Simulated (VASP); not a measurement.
CaS:

```
Ca S
1.0
     0.00000    2.82500    2.82500
     2.82500    0.00000    2.82500
     2.82500    2.82500    0.00000
Ca S
1 1
Direct
  0.00000 0.00000 0.00000
  0.50000 0.50000 0.50000
```

The cell was built by a generator and needn't be a form met in nature.

| Quantity | Value |
| --- | --- |
| Program | VASP 6.6.1 |
| Task | relaxation of cell and atoms |
| Functional | PBE |
| Potentials or basis | VASP PAW PBE potentials, release 64 (Ca_sv, S) |
| Cutoff | 600 eV |
| k mesh | 8 × 8 × 8 |
| Occupations | gaussian, width 0.02 eV |
| Spin | no spin polarisation |

At the start: pressure 2.1 GPa; volume 22.55 Å³/atom.

**Question.** How do energy, volume and symmetry change on relaxing?

**Answer.** Over 3 steps the energy falls by 5.5 meV/atom and the volume is 23.37 Å³/atom (+3.7 %); space group Fm-3m (No. 225, to 0.05 Å).

The path:
| step | energy change (eV) | largest force (eV/Å) | pressure (GPa) | volume (Å³) |
| --- | --- | --- | --- | --- |
| 1 | 0.0000 | 0.0000 | 2.08 | 45.09 |
| 2 | -0.0106 | 0.0000 | -0.37 | 47.03 |
| 3 | -0.0109 | 0.0000 | -0.02 | 46.75 |

Final structure:
```xyz
2
Lattice="0.0000 2.8592 2.8592 2.8592 0.0000 2.8592 2.8592 2.8592 0.0000" Properties=species:S:1:pos:R:3 pbc="T T T"
Ca    0.0000    0.0000    0.0000
S     2.8592    2.8592    2.8592
```
